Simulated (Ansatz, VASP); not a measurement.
# GaSb: VASP beside Ansatz

```
CELL_PARAMETERS angstrom
0.00000 3.11900 3.11900
3.11900 0.00000 3.11900
3.11900 3.11900 0.00000
ATOMIC_POSITIONS crystal
Sb 0.75000 0.75000 0.75000
Ga 0.00000 0.00000 0.00000
```

Alike in both runs: task single point; functional revPBE; dispersion D3(BJ); k mesh 8 × 8 × 8; occupations fermi-dirac, width 0.05 eV; no spin polarisation.

|  | VASP | Ansatz |
| --- | --- | --- |
| version | VASP 6.6.1 | Ansatz 0.2.0 |
| potentials or method | VASP PAW PBE potentials, release 64 (Sb, Ga_d) | Ansatz PAW |
| plane-wave cutoff (eV) | 520 | 420 |
| valence electrons in the cell | 18 | 28 |

|  | VASP | Ansatz | Ansatz less VASP |
| --- | --- | --- | --- |
| gap on the k mesh at the Fermi level (eV) | none | none | - |
| pressure (GPa) | -2.9 | -3.0 | -0.05 |
| dispersion energy (meV/atom) | -587.8 | -587.9 | -0.09 |

A gap of «none» marks a metal or a gap that the smearing closes. The two sets of potentials don't hold the same shells in valence.

Caveats: pairwise dispersion overbinds metals, which lowers pressure and volume; the PAW data sets were made with another functional, which shifts forces and pressure a little (VASP); this crystal is a semiconductor, whose small gap the functional closes, so the metal is an error of the method (VASP); the PAW data sets come from PBE, with cores solved anew for the run's functional, which leaves a small shift of forces and pressure (Ansatz). Spin-orbit coupling is left out, which matters for the levels of Sb.
